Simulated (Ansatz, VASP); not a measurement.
# AlN in VASP and in Ansatz

```
Al N
1.0
     3.11381    0.00000    0.00000
    -1.55691    2.69664    0.00000
     0.00000    0.00000    4.98334
Al N
2 2
Direct
  0.33333 0.66667 0.99900
  0.66667 0.33333 0.49900
  0.33333 0.66667 0.38100
  0.66667 0.33333 0.88100
```

Alike in both runs: functional PBEsol; k mesh 12 × 12 × 6; occupations gaussian, width 0.02 eV; no spin polarisation.

Ansatz relaxed the structure, and its values are those at the end. VASP's run is a single point on that final structure, the one shown.

|  | VASP | Ansatz |
| --- | --- | --- |
| version | VASP 6.6.1 | Ansatz 0.2.0 |
| potentials or method | VASP PAW PBE potentials, release 64 (Al, N) | scalar-relativistic, plane waves, PAW |
| plane-wave cutoff (eV) | 520 | 420 |
| valence electrons in the cell | 16 | 16 |

|  | VASP | Ansatz | Ansatz less VASP |
| --- | --- | --- | --- |
| gap on the k mesh at the Fermi level (eV) | 4.11 | 4.09 | -0.016 |
| least direct gap on the mesh (eV) | 4.11 | 4.09 | -0.016 |
| pressure (GPa) | -0.1 | 0.0 | +0.06 |

With one functional, cell and mesh, what is left measures potentials, basis and numerics.

Caveats: the PAW data sets were made with another functional, which shifts forces and pressure a little (VASP). A k mesh can miss the band edges.
